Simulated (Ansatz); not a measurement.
**Al (dhcp type): how the settings move a single-point run**

Question: which choices in the input matter for Al (dhcp type)?

Computed with Ansatz 0.2.0 (reference: DFT, PBE, PAW with Ansatz's default frozen-core files, scalar-relativistic, unless a step's input says otherwise).

1 further run of the same task is left out (it didn't finish).

### 1 The structure to begin with

Symmetry: P6_3/mmc, No. 194, hexagonal system. Conventional cell: a = 2.700 Å, b = 2.700 Å, c = 8.915 Å, α = 90.00°, β = 90.00°, γ = 120.00°. Around Al (site symmetry -3m) lie 12 Al at 2.70 to 2.72 Å. Al (site symmetry -6m2) has 12 Al at 2.70 to 2.72 Å as nearest neighbours.

Structure file:

```
CELL_PARAMETERS angstrom
2.69969 0.00000 0.00000
-1.34984 2.33800 0.00000
0.00000 0.00000 8.91477
ATOMIC_POSITIONS crystal
Al 0.00000 0.00000 0.00000
Al 0.00000 0.00000 0.50000
Al 0.33333 0.66667 0.25000
Al 0.66667 0.33333 0.75000
```

### 2 Baseline

Input file input.yaml:

```yaml
crystal:
  lattice:
    - [2.6996866148, 0.0, 0.0]
    - [-1.3498433074, 2.3379971906, 0.0]
    - [0.0, 0.0, 8.9147740104]
  atoms:
    - { symbol: Al, position: [0.0, 0.0, 0.0] }
    - { symbol: Al, position: [0.0, 0.0, 0.5] }
    - { symbol: Al, position: [0.3333333333, 0.6666666667, 0.25] }
    - { symbol: Al, position: [0.6666666667, 0.3333333333, 0.75] }
kpoints:
  mp_grid: { grid: [14, 14, 4] }
scf:
  occupations: { method: fermi_dirac, width: 0.08 }
hamiltonian:
  xc: pbe
  pseudopotentials: { kind: paw }
output:
  forces: true
  stress: true
  eigenvalues: true
  populations: true
```

On the command line:

```console
ansatz run input.yaml --threads 1 --pin off --max-ram 3072MiB --backend cpu --events-out ev --progress --plain --runs-dir out
```

### 3 Changing settings: dr2_threshold 1.0e-08, dispersion d3bjatm

Changes to input.yaml since step 2:

```diff
@@ -14,2 +14,3 @@
   occupations: { method: fermi_dirac, width: 0.08 }
+  convergence: { dr2_threshold: 1.0e-08 }
 hamiltonian:
@@ -17,2 +18,3 @@
   pseudopotentials: { kind: paw }
+  dispersion: d3bjatm
 output:
@@ -22 +24,5 @@
   populations: true
+  write_density: true
+  write_potential: true
+  elf: true
+  volumetric_format: npy
```

What does the calculation give? Wanted: for each run, ending; energy change; pressure; gap; force.

**Answer**, as computed:

```csv
run,ending,energy change,pressure (GPa),gap (eV),force (eV/Å),cycles,time
reference,converged,0,18.0,0.00,0.00,6,3.6 s
"1: dr2_threshold 1.0e-08, dispersion d3bjatm",converged,-374.4 meV/atom (offset of the dispersion model),13.8,0.00,0.00,6,4.5 s
```

Times don't compare one to one where runs were asked for different outputs or read a saved state (see the inputs); cycles may leave out searches for a lower state.

Residual by cycle in the longest SCF loop of each run; runs are numbered as in the table. The quantity is the density residual dr2, in eV.

```csv
cycle,reference,run 1
1,0.00237,0.00237
2,9.7e-4,9.7e-4
3,1.1e-5,1.1e-5
4,3.7e-7,3.7e-7
5,3.6e-9,3.6e-9
6,4.3e-10,4.3e-10
```

What this shows: The energy moves by -374.4 meV/atom, nearly all of it the dispersion term itself (-374.4 meV/atom); that offset belongs to the model and is no gain or loss of stability; the pressure goes from 18.0 to 13.8 GPa. The structure is not at rest: the sound run finds 18 GPa, so these are no properties of the relaxed crystal. 
